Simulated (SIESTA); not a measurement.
NiO:

```xyz
2
Lattice="0.0000 2.0859 2.0859 2.0859 0.0000 2.0859 2.0859 2.0859 0.0000" Properties=species:S:1:pos:R:3 pbc="T T T"
Ni    0.0000    0.0000    0.0000
O     2.0859    2.0859    2.0859
```

Program: SIESTA 5.4.2. Alike in all runs: task band structure; spin collinear, ferromagnetic start; cell as given; smearing fermi-dirac 0.05 eV; grid cutoff 800 Ry; energy shift 0.003 Ry.

Question: Order these runs on this cell by their pressure, lowest first.
A. level PBEsol; potentials or basis PseudoDojo 0.4 standard (PBEsol files), TZP (energy shift 0.003 Ry; two zetas on semicore shells); k mesh 8 × 8 × 8
B. level PBE; potentials or basis PseudoDojo 0.4 standard (PBE files), TZP (energy shift 0.003 Ry; two zetas on semicore shells); k mesh 11 × 11 × 11
C. level PBEsol; potentials or basis PseudoDojo 0.4 standard (PBEsol files), DZP (energy shift 0.003 Ry; two zetas on semicore shells); k mesh 11 × 11 × 11
D. level PBE; potentials or basis PseudoDojo 0.4 standard (PBE files), DZ (energy shift 0.003 Ry; two zetas on semicore shells); k mesh 11 × 11 × 11

Answer: A (-9.8 GPa), C (-6.7 GPa), D (2.8 GPa), B (5.3 GPa).

Caveats: short orbitals over semicore shells can move pressures by several GPa; the basis of atomic orbitals isn't converged, which shifts pressures, moduli and gaps; a cell with one magnetic atom can't hold antiferromagnetic order, which such compounds often take; the basis has no polarisation orbitals (some runs).
